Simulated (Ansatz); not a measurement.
**Ir: all-electron results**

```
Ir
1.0
     2.74856    0.00000    0.00000
    -1.37428    2.38033    0.00000
     0.00000    0.00000    4.45166
Ir
2
Cartesian
  0.0000 1.5869 1.1129
  1.3743 0.7934 3.3387
```

Atoms are numbered in the order listed.

The cell was built from the hcp type and relaxed in the same program, and has space group P6_3/mmc; it needn't be a known or the stable phase.

Spin–orbit coupling is left out, though it moves levels of the heavy atoms by tenths of an eV or more.

These are results of Ansatz 0.2.0, DFT, PBE, all-electron LAPW, scalar-relativistic, not measurements.

Sampling and basis: a Γ-centred 15×15×8 k mesh, Fermi–Dirac smearing of 0.03 eV, basis error target 1 meV/atom, no spin polarisation.

```json
{
  "Volume per atom": "14.56 Å³",
  "Pressure at this cell": "-0.05 GPa"
}
```

Q: Band gap: what does the calculation give?

A: none: bands cross the Fermi level, a metal.

Q: Give the computed value. Density of states at the Fermi level (0.2 eV bin).

A: 2.57 states/eV per cell.
